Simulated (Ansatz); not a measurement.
# TaN, one cell by several methods

```xyz
4
Lattice="3.0480 0.0152 0.0152 -1.5108 2.6320 0.0056 0.0246 0.0246 4.9180" Properties=species:S:1:pos:R:3 pbc="T T T"
Ta    0.0000    0.0000    0.0000
Ta    0.0123    0.0123    2.4590
N     0.0149    1.7659    1.2383
N     1.5468    0.9059    3.7005
```

Atoms are numbered in the order listed.

The geometry is COD entry 1523630, unchecked; take it as a test cell. The listed cell was then made from it by scaling, straining or moving an atom.

Spin–orbit coupling is left out, though it moves levels of the heavy atoms by tenths of an eV or more.

Methods: DFT, PBEsol, PAW with Ansatz's default frozen-core files, scalar-relativistic (Ansatz 0.2.0); DFT, PBEsol, all-electron PAW with datasets made for the crystal, scalar-relativistic (Ansatz 0.2.0); DFT, PBEsol, all-electron LAPW, scalar-relativistic (Ansatz 0.2.0).

For PAW: a Γ-centred 11×11×6 k mesh, Fermi–Dirac smearing of 0.01 eV, cutoff 420 eV, no spin polarisation; the PAW files were made with PBE, and the program remakes their frozen cores for this functional. The crystal-made all-electron datasets (AE datasets) take a cutoff of 500 eV at this cell. LAPW targets a basis error of 1 meV/atom. The Ansatz runs share mesh, smearing and spin set-up. Plane-wave (PAW) pressures include the program's estimate of the Pulay term.

Stress and pressure are positive in compression.

The change that made this cell: equal xy, yz and zx engineering shear strains of +1 %.

Spin–orbit coupling is left out, which moves gradients at and beside heavy atoms by some per cent and at worst by a factor of two.

In a metal, gradients converge slowly with the k mesh: the values move by tens of per cent from one mesh to another, at times in sign, so only the comparison on one mesh counts.

```json
{"quantity": "pressure (GPa)", "PAW": "?", "AE datasets": "47.91", "LAPW": "47.91"}
{"quantity": "stress xx (GPa)", "PAW": "21.43", "AE datasets": "20.96", "LAPW": "20.96"}
{"quantity": "stress yy (GPa)", "PAW": "?", "AE datasets": "21.11", "LAPW": "21.11"}
{"quantity": "stress zz (GPa)", "PAW": "102.55", "AE datasets": "101.66", "LAPW": "101.66"}
{"quantity": "stress yz (GPa)", "PAW": "-2.38", "AE datasets": "-2.36", "LAPW": "-2.36"}
{"quantity": "stress xz (GPa)", "PAW": "-2.38", "AE datasets": "-2.36", "LAPW": "-2.36"}
{"quantity": "stress xy (GPa)", "PAW": "-1.56", "AE datasets": "-1.55", "LAPW": "-1.55"}
{"quantity": "force on N3, x (eV/Å)", "PAW": "0.173", "AE datasets": "0.171", "LAPW": "0.171"}
{"quantity": "largest principal field gradient Vzz at Ta1 (10²¹ V/m²)", "PAW": "-19.60", "AE datasets": "-19.09", "LAPW": "–"}
{"quantity": "largest principal field gradient Vzz at Ta2 (10²¹ V/m²)", "PAW": "-20.00", "AE datasets": "-19.43", "LAPW": "–"}
{"quantity": "largest principal field gradient Vzz at N3 (10²¹ V/m²)", "PAW": "0.68", "AE datasets": "0.68", "LAPW": "–"}
```

Q: Give the missing entry: row "pressure (GPa)", column "PAW".

A: 48.51.

Q: Give the missing entry: row "stress yy (GPa)", column "PAW".

A: 21.56.
